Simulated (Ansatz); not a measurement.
C (diamond) (r2SCAN geometry), in Ansatz:

```yaml
crystal:
  lattice:
    - [0.00000, 1.78012, 1.78012]
    - [1.78012, 0.00000, 1.78012]
    - [1.78012, 1.78012, 0.00000]
  atoms:
    - { symbol: C, position: [0.00000, 0.00000, 0.00000] }
    - { symbol: C, position: [0.25000, 0.25000, 0.25000] }
```

G0W0@PBE with 42 empty bands, a screening cutoff of 140 eV and a 6×6×6 mesh (PAW, contour deformation) gives 5.451 eV over the mesh points, from a PBE gap of 4.172 eV; it sums over 46 bands with 51 plane waves in the screening and a wave cutoff of 420 eV. No extrapolation in bands, cutoff or mesh was made for G0W0. The values are computed, spin-unpolarised, and not measurements.

(1) Estimate the gap with starting point r2SCAN, with them a wave cutoff of 500 eV.

(2) Estimate the gap with empty bands 20, screening cutoff 80 eV.

Results:

(1) 5.591 eV (+0.140 eV), from a Kohn-Sham gap of 4.384 eV.

(2) 5.227 eV (-0.224 eV), from a Kohn-Sham gap of 4.172 eV.
